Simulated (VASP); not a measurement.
Sb: single point with LDA

The system is Sb.

```
CELL_PARAMETERS angstrom
6.32000 0.00000 0.00000
0.00000 6.32000 0.00000
0.00000 0.00000 3.16000
ATOMIC_POSITIONS crystal
Sb 0.99930 0.99598 0.00465
Sb 0.99699 0.50067 0.00298
Sb 0.50454 0.00044 0.99279
Sb 0.49917 0.50290 0.99959
```

This isn't the form of Sb at room conditions, which is rhombohedral.

- Program: VASP 6.6.1
- Task: single point
- Functional: LDA
- Potentials or basis: VASP PAW LDA potentials, release 64 (Sb)
- Cutoff: 520 eV
- k mesh: 3 × 3 × 6
- Occupations: fermi-dirac, width 0.08 eV
- Spin: no spin polarisation
- Dipole correction: no
- Further INCAR settings: ALGO = Normal; EDIFF = 1e-06; NBANDS = 18

* Pressure: -4.9 GPa
* Largest force: 0.057 eV/Å
* Band gap on the k mesh: none (metal or under the smearing width)

Forces on the atoms (eV/Å):
```
Sb   0.022  0.042 -0.019
Sb   0.044 -0.022 -0.004
Sb  -0.045  0.022  0.027
Sb  -0.021 -0.042 -0.004
```

Levels at points of the mesh, in eV from the Fermi level:
```csv
k point,band 8,band 9,band 10,band 11,band 12,band 13
"(0.00, 0.00, 0.00)",-3.48,2.17,2.88,2.88,2.88,4.69
"(0.00, 0.00, 0.50)",-3.48,-3.48,-1.70,-1.70,-1.70,2.18
```

Wall time 40 s on 1 thread of Intel(R) Xeon(R) Platinum 8375C CPU @ 2.90GHz (Ice Lake), on a shared host, peak memory 0.2 GiB.

Spin-orbit coupling is left out, which matters for the levels of Sb.
